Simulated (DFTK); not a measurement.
The system is Ge.

```
Ge
1.0
    -1.60842    1.60842    1.87318
     1.60842   -1.60842    1.87318
     1.60842    1.60842   -1.87318
Ge
1
Direct
  0.50000 0.50000 0.00000
```

The cell was built by a generator and needn't be a form met in nature.

Base run:

- Program: DFTK 0.8.2
- Functional: r2SCAN
- Potentials or basis: SG15 1.2 (PBE)
- Cutoff: 1225 eV
- k mesh: 12 × 12 × 12
- Occupations: fermi-dirac, width 0.05 eV
- Spin: no spin polarisation

Its results: band gap on the k mesh none (metal or under the smearing width); pressure -2.6 GPa.

Task: After a change of settings the same cell gave: band gap on the k mesh none (metal or under the smearing width); pressure -3.5 GPa. Which change was it?
A. functional from r2SCAN to RPBE
B. functional from r2SCAN to LDA
C. functional from r2SCAN to AM05
D. functional from r2SCAN to BLYP

Result: C.

Caveats: the potentials were made for another functional, which shifts forces and pressure.

Runs at the PBE level aren't shown here.
